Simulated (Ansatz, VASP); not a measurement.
NaF in VASP and in Ansatz

File POSCAR:

```
NaF
1.0
    0.0000000000      2.2972497876      2.2972497876
    2.2972497876      0.0000000000      2.2972497876
    2.2972497876      2.2972497876      0.0000000000
Na F
1 1
Direct
    0.0000000000      0.0000000000      0.0000000000
    0.5000000000      0.5000000000      0.5000000000
```

File INCAR.step1:

```
SYSTEM = NaF
  PREC = Accurate
  ENCUT = 520
  ISMEAR = 0
  SIGMA = 0.01
  LREAL = .FALSE.
  LASPH = .TRUE.
  NELM = 80
  NBANDS = 14
  GGA = PE
  ALGO = Normal
  EDIFF = 1E-4
  LWAVE = .TRUE.
  LCHARG = .FALSE.
```

File INCAR.step2:

```
SYSTEM = NaF
  PREC = Accurate
  ENCUT = 520
  EDIFF = 1E-7
  ISMEAR = 0
  SIGMA = 0.01
  LREAL = .FALSE.
  LASPH = .TRUE.
  NELM = 80
  ALGO = Normal
  ISIF = 2
  LWAVE = .FALSE.
  LCHARG = .FALSE.
  METAGGA = R2SCAN
  LMIXTAU = .TRUE.
  NBANDS = 14
  ISTART = 1
```

The input KPOINTS:

```
Automatic mesh
0
G
  10 10 10
  0 0 0
```

Input for Ansatz:

```yaml
crystal:
  lattice:
    - [0.0, 2.2972497876, 2.2972497876]
    - [2.2972497876, 0.0, 2.2972497876]
    - [2.2972497876, 2.2972497876, 0.0]
  atoms:
    - { symbol: Na, position: [0.0, 0.0, 0.0] }
    - { symbol: F, position: [0.5, 0.5, 0.5] }
kpoints:
  mp_grid: { grid: [10, 10, 10] }
  band_path:
    path:
      - [0.0, 0.0, 0.0]
      - [0.5, 0.0, 0.5]
      - [0.625, 0.25, 0.625]
      - [0.375, 0.375, 0.75]
      - [0.5, 0.5, 0.5]
      - [0.5, 0.25, 0.75]
    npoints: 1
hamiltonian:
  xc: r2scan
scf:
  occupations: { method: fixed }
  n_extra_bands: 4
output:
  forces: true
  stress: true
  eigenvalues: true
  write_density: true
  write_potential: true
  elf: true
  volumetric_format: npy
```

Alike in both runs: task single point; functional r2SCAN; k mesh 10 × 10 × 10; no spin polarisation.

|  | VASP | Ansatz |
| --- | --- | --- |
| version | VASP 6.6.1 | Ansatz 0.2.0 |
| potentials or method | VASP PAW PBE potentials, release 64 (Na_pv, F) | plane waves, PAW |
| plane-wave cutoff (eV) | 520 | 500 |
| occupations | gaussian, width 0.01 eV | fixed |
| valence electrons in the cell | 14 | 16 |

VASP gave:

| Quantity | Value |
| --- | --- |
| gap on the k mesh at the Fermi level (eV) | 7.32 |
| pressure (GPa) | -0.9 |

Q: Estimate Ansatz's values.

A: gap on the k mesh at the Fermi level (eV): 7.28; pressure (GPa): 0.0.

The two sets of potentials don't hold the same shells in valence.

Caveats: the PAW data sets were made with another functional, which shifts forces and pressure a little (VASP). A k mesh can miss the band edges. r2SCAN opens gaps a little over a GGA but as a rule still falls short of measured ones.
